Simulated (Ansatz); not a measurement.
An Ansatz input (plane waves, PAW) for MnO2 in the CdI2-type structure that has something wrong with it:

```yaml
crystal:
  lattice:
    - [2.876806809388, 0.0, 0.0]
    - [-1.438403404694, 2.49138777871, 0.0]
    - [0.0, 0.0, 5.4464523635]
  atoms:
    - { symbol: Mn, position: [0.0, 0.0, 0.0], spin: 3.0 }
    - { symbol: O, position: [0.3333333333333, 0.6666666666667, 0.1753671606] }
    - { symbol: O, position: [0.6666666666667, 0.3333333333333, 0.8246328394] }
basis:
  ecutwfc: 420
  ecutrho_ratio: 4
kpoints:
  mp_grid: { grid: [14, 14, 6] }
hamiltonian:
  xc: PBE-sol
scf:
  occupations: { method: gaussian, width: 0.05 }
  max_iter: 80
output:
  forces: true
  stress: true
magnetization:
  spin_polarized: true
```

Launched as:
```sh
ansatz run input.yaml --threads 2 --pin off --max-ram 2662MiB --backend cpu --events-out ev --progress --plain --runs-dir out
```

What is wrong with it?

An unknown functional. Against the sound input: hamiltonian.xc: "pbe" → "PBE-sol" (the cap on iterations is only a precaution).

What the program printed:

```
Error: YAML parse error: error: line 16 column 7: hamiltonian.xc: unknown variant `PBE-sol`, expected one of `lda`, `lda-pw`, `pw92`, `pbe`, `pbesol`, `rpbe`, `revpbe`, `blyp`, `pbe0`, `revpbe0`, `b3lyp`, `b3lyp5`, `hse06`, `wpbeh`, `hiss`, `lc_wpbe`, `cam_b3lyp`, `hf`, `r2scan`, `r2scanh`, `r2scan0`, `r2scan50`, `mr2scan`
  --> <input>:16:7
   |
```

The input was refused before any iteration. It ran for 0.02 s on 2 threads of Arm Neoverse V2 (shared host), peak memory 0.022 GiB. The run before the change (PBE, 420 eV, 14×14×6 mesh) gave:

| run | P (GPa) | gap on the mesh (eV) | cell moment (μB) | largest force component (eV/Å) |
| --- | --- | --- | --- | --- |
| sound | 0.0 | 1.02 | 3.00 | 0.000 |

The two runs also differ in their start: the sound one had the moments 2.77, 0.00, 0.00 μB typed, and went on from the state of an earlier run.

This is a trial structure; measured cells of the compound in the Crystallography Open Database are in space groups Pnma, I4/m, P42/mnm.

Of that run: Semilocal functionals underestimate band gaps, commonly by a third or more. The structure is built of weakly bound layers, and this functional has no dispersion term, so their spacing and all that hangs on it (volume, the soft elastic constants, low modes, dielectric constants) are poorly given. The moments were started parallel, and the real magnetic order may be another.
